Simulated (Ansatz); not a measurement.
# Elastic constants of Hf$_{2}$Si: input and output

Theory: DFT PBEsol, scalar-relativistic, plane waves, PAW (Ansatz 0.2.0).

Launched with:
```bash
ansatz run input.yaml --threads 2 --pin off --max-ram 6144MiB --backend cpu --events-out ev --progress --plain --runs-dir out
```

Input (bare energies are in eV):
```yaml
crystal:
  lattice:
    - [-3.2530027161, 3.2530027161, 2.5776658544]
    - [3.2530027161, -3.2530027161, 2.5776658544]
    - [3.2530027161, 3.2530027161, -2.5776658544]
  atoms:
    - { symbol: Hf, position: [0.8427662378, 0.6572337622, 0.5] }
    - { symbol: Hf, position: [0.3427662378, 0.8427662378, 0.1855324757] }
    - { symbol: Hf, position: [0.1572337622, 0.3427662378, 0.5] }
    - { symbol: Hf, position: [0.6572337622, 0.1572337622, 0.8144675243] }
    - { symbol: Si, position: [0.75, 0.75, 0.0] }
    - { symbol: Si, position: [0.25, 0.25, 0.0] }
basis:
  ecutwfc: 420
kpoints:
  mp_grid: { grid: [10, 10, 10] }
hamiltonian:
  xc: pbesol
scf:
  occupations: { method: fermi_dirac, width: 0.15 }
output:
  forces: true
  stress: true
  eigenvalues: true
elastic:
  mode: clamped_ion
  amplitude: 0.005
  stencil: two_point
```

From the output:
```
--- Elastic constants: 4 strain directions × 2 members + reference (group order 16) ---
  dense FFT box of the reference and of every strained cell: 36×36×36
  strains applied: 11, 33, 23, 12; error gains: componentwise 1.00 (the most a stress slope's error grows in a printed constant), spectral 1.41 (1 for all six strains in a standard setting)
  C = ∂σ_k/∂η_j (tension-positive GPa; Voigt order 11 22 33 23 13 12):
       280.727     75.329     85.535      0.000      0.000      0.000
        75.329    280.727     85.535      0.000      0.000      0.000
        85.551     85.551    278.262     -0.000      0.000      0.000
         0.000      0.000      0.000    133.151      0.000      0.000
         0.000      0.000      0.000      0.000    133.151      0.000
         0.000      0.000     -0.000      0.000      0.000    109.583
  reference stress σ⁰ (GPa):      0.002      0.002     -0.003     -0.000     -0.000     -0.000
  C* (energy form; C + prestress term) asymmetry max|C*_kj − C*_jk| = 1.101e-2 GPa — a small one proves nothing (zero by symmetry where the batch's group is 432, −43m or m−3m); a large one is finite-difference/SCF noise where every solve ...
  moduli (Voigt/Reuss/Hill, GPa): K = 148.06/148.04/148.05   G = 114.73/112.60/113.67   E = 271.51   ν = 0.194
  mechanically stable: yes (min eigenvalue of sym C = 109.58 GPa)
  strain η (Voigt 11):  stress-route row diagonal C_11 = 280.73 GPa, energy-path curvature d²(F+E_count+ΔE)/dδ²/Ω₀ = 280.72 GPa
         δ    σ_11 (GPa) F (eV) n_scf n_hpsi n_pw
    -5.000e-3      -1.4220      -63639.9608235      10  267933   2144
     5.000e-3       1.3853      -63639.9608584       8  217805   2164
  strain η (Voigt 33):  stress-route row diagonal C_33 = 278.26 GPa, energy-path curvature d²(F+E_count+ΔE)/dδ²/Ω₀ = 278.25 GPa
         δ    σ_33 (GPa) F (eV) n_scf n_hpsi n_pw
    -5.000e-3      -1.4204      -63639.9608240       9  158654   2138
     5.000e-3       1.3622      -63639.9609035       7  126618   2172
  strain η (Voigt 23):  stress-route row diagonal C_44 = 133.15 GPa, energy-path curvature d²(F+E_count+ΔE)/dδ²/Ω₀ = 133.15 GPa
         δ    σ_23 (GPa) F (eV) n_scf n_hpsi n_pw
    -5.000e-3      -0.6658      -63639.9620990       9  366726   2152
     5.000e-3       0.6658      -63639.9620990       8  414604   2152
  strain η (Voigt 12):  stress-route row diagonal C_66 = 109.58 GPa, energy-path curvature d²(F+E_count+ΔE)/dδ²/Ω₀ = 109.58 GPa
         δ    σ_12 (GPa) F (eV) n_scf n_hpsi n_pw
    -5.000e-3      -0.5479      -63639.9623000      11  272099   2156
     5.000e-3       0.5479      -63639.9623000       8  224311   2156
```

Time: 3.2 min on 2 threads of Intel(R) Xeon(R) 6975P-C (Granite Rapids) (shared host), peak memory 1.8 GiB.

In a metal, frequencies and elastic constants depend on the k mesh and the smearing, soft modes and shear constants most. Spin–orbit coupling is left out, which can shift energies with elements as heavy as these.

Clamped-ion constants are upper bounds: once the atoms relax, a strain can turn out softer or unstable.